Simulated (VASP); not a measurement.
Wanted: the native input for a VASP 6.6.1 run.

```yaml
Task: work function
Functional: PBE
Potentials_or_basis: VASP PAW PBE potentials, release 64 (Cu)
Cutoff: 520 eV
k_mesh: 12 × 12 × 1
Occupations: gaussian, width 0.05 eV
Spin: no spin polarisation
Dipole_correction: yes
Further_INCAR_settings: ALGO = Normal; EDIFF = 1e-06
```

The structure of Cu lies in POSCAR:

```
Cu
1.0
    2.5307640267      0.0000000000      0.0000000000
   -1.2653820133      2.1917059381      0.0000000000
    0.0000000000      0.0000000000     25.3272688500
Cu
6
Direct
    0.6666666700      0.3333333400      0.2961235198
    0.0000000000      0.0000000000      0.3776741119
    0.3333333300      0.6666666600      0.4592247040
    0.0000000000      0.0000000000      0.5407752960
    0.6666666700      0.3333333400      0.6223258881
    0.0000000000      0.0000000000      0.7038764802
```

The slab is cut from a database's or a generator's crystal, which needn't be the stable form of the element.

The cell isn't the ideal one: the (0 0 1) slab of Cu, cut from the database cell, not relaxed.

The input as run:

INCAR

```
SYSTEM = Cu
ALGO     = Normal         ! electronic algorithm
DIPOL    = 0.5 0.5 0.500
EDIFF    = 1E-6           ! SCF threshold, eV
ENCUT    = 520            ! plane-wave cutoff, eV
GGA      = PE             ! functional
IDIPOL   = 3            
ISIF     = 2              ! what is computed and relaxed
ISMEAR   = 0              ! smearing method
LASPH    = .True.         ! aspherical terms in the spheres
LCHARG   = .True.         ! write CHGCAR
LDIPOL   = .True.       
LELF     = .True.         ! ELF
LREAL    = .False.        ! projectors in reciprocal space
LVACPOTAV= .True.       
LVHAR    = .True.       
LWAVE    = .False.        ! write WAVECAR
NELM     = 80             ! most SCF steps
PREC     = Accurate       ! precision mode
SIGMA    = 0.05           ! smearing width, eV
```

KPOINTS

```
k-points
0
Gamma
  12 12 1
  0 0 0
```

Potentials or basis: VASP PAW PBE potentials, release 64 (Cu).

Launch:

```bash
$ cat potpaw_PBE.64/Cu/POTCAR > POTCAR
$ mpirun -np 1 vasp_std > vasp.out
```

It gave:

* Largest force: 0.141 eV/Å
* Band gap on the k mesh: none (metal or under the smearing width)
* Work function of the upper face: 4.61 eV
* Work function of the lower face: 4.62 eV

Wall time 2.8 min on 1 thread of Intel(R) Xeon(R) Platinum 8488C (Sapphire Rapids), with other jobs on the host, peak memory 0.3 GiB.
